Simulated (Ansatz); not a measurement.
The system is CuAu.

```
CELL_PARAMETERS angstrom
2.81075 0.00000 0.00000
0.00000 2.81075 0.00000
0.00000 0.00000 3.68500
ATOMIC_POSITIONS crystal
Au 0.00000 0.00000 0.00000
Cu 0.50000 0.50000 0.50000
```

| Item | Value |
| --- | --- |
| Program | Ansatz 0.2.0 |
| Task | relaxation of cell and atoms |
| Functional | PBEsol |
| Potentials or basis | all-electron LAPW, scalar-relativistic |
| Basis error allowed | 0.001 eV/atom |
| k mesh | 9 × 9 × 7 |
| Occupations | fermi-dirac, width 0.05 eV |
| Spin | no spin polarisation |

At the start: volume 14.56 Å³/atom.

Problem. How do energy, volume and symmetry change on relaxing?

Solution. Over 6 steps the energy falls by 4.6 meV/atom and the volume is 14.20 Å³/atom (-2.4 %); space group P4/mmm (No. 123, to 0.05 Å).

Step by step:
| step | energy change (eV) | largest force (eV/Å) | volume (Å³) |
| --- | --- | --- | --- |
| 1 | 0.0000 | 0.0000 | 29.11 |
| 2 | -0.0073 | 0.0000 | 28.12 |
| 3 | -0.0091 | 0.0000 | 28.42 |
| 4 | -0.0092 | 0.0000 | 28.41 |
| 5 | -0.0092 | 0.0000 | 28.40 |
| 6 | -0.0092 | 0.0000 | 28.40 |

Final structure:
```yaml
crystal:
  lattice:
    - [2.79480, 0.00000, 0.00000]
    - [0.00000, 2.79480, 0.00000]
    - [0.00000, 0.00000, 3.63617]
  atoms:
    - { symbol: Au, position: [0.00000, 0.00000, 0.00000] }
    - { symbol: Cu, position: [0.50000, 0.50000, 0.50000] }
```
